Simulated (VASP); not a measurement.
Wanted: the native input for a VASP 6.6.1 run.

| Item | Value |
| --- | --- |
| Task | relaxation of cell and atoms |
| Functional | LDA |
| Potentials or basis | VASP PAW LDA potentials, release 64 (Zn, In_d, Ga_d, O) |
| Cutoff | 600 eV |
| k mesh | 9 × 9 × 9 |
| Occupations | gaussian, width 0.03 eV |
| Spin | no spin polarisation |
| Further INCAR settings | ALGO = Normal; EDIFF = 1e-06; IBRION = 2; EDIFFG = -0.01; NSW = 90; ISIF = 3 |

The structure of ZnInGaO4 lies in POSCAR:

```
ZnInGaO4
1.0
    1.6803268679      0.9701371695      8.7134054620
   -1.6803268679      0.9701371695      8.7134054620
    0.0000000000     -1.9402743390      8.7134054620
Zn In Ga O
1 1 1 4
Direct
    0.2183820000      0.2183820000      0.2183820000
    0.0027680000      0.0027680000      0.0027680000
    0.7870340000      0.7870340000      0.7870340000
    0.2951430000      0.2951430000      0.2951430000
    0.7113580000      0.7113580000      0.7113580000
    0.1217170000      0.1217170000      0.1217170000
    0.8635990000      0.8635990000      0.8635990000
```

The cell comes from a database or a generator and needn't be the stable form of this composition.

These files were run (other wordings do the same):

INCAR

```
PREC = Accurate
ENCUT = 600
EDIFF = 1E-6
ISMEAR = 0
SIGMA = 0.03
LREAL = F
LASPH = T
NELM = 80
ALGO = Normal
ISIF = 3
LWAVE = F
LCHARG = F
IBRION = 2
NSW = 90
EDIFFG = -0.01
KPAR = 2
```

KPOINTS

```
regular mesh
0
Gamma
  9 9 9
```

Potentials or basis: VASP PAW LDA potentials, release 64 (Zn, In_d, Ga_d, O).

The run is started by

```console
$ cat potpaw_LDA.64/Zn/POTCAR potpaw_LDA.64/In_d/POTCAR potpaw_LDA.64/Ga_d/POTCAR potpaw_LDA.64/O/POTCAR > POTCAR
$ mpirun -np 2 vasp_std > vasp.out
```

It gave:

```json
{"Relaxed volume": "11.36 Å³/atom", "Relaxed cell": "a = 8.717 Å, b = 8.717 Å, c = 8.717 Å, α = 21.72°, β = 21.72°, γ = 21.72°", "Space group after relaxing (to 0.05 Å)": "R3m (No. 160)", "Energy gained by relaxing": "30.8 meV/atom", "Ionic steps": "13", "Pressure after relaxing": "-0.1 GPa", "Largest force after relaxing": "0.007 eV/Å", "Band gap on the k mesh": "1.30 eV, direct"}
```

Caveat: spin-orbit coupling is left out, which moves the levels of the heavy elements; an odd mesh through Γ misses points on the zone boundary, where band edges often lie.

Run time: 110 min on 2 MPI ranks on Intel(R) Xeon(R) Platinum 8375C CPU @ 2.90GHz (Ice Lake), on a shared host, peak memory 0.82 GiB a rank.
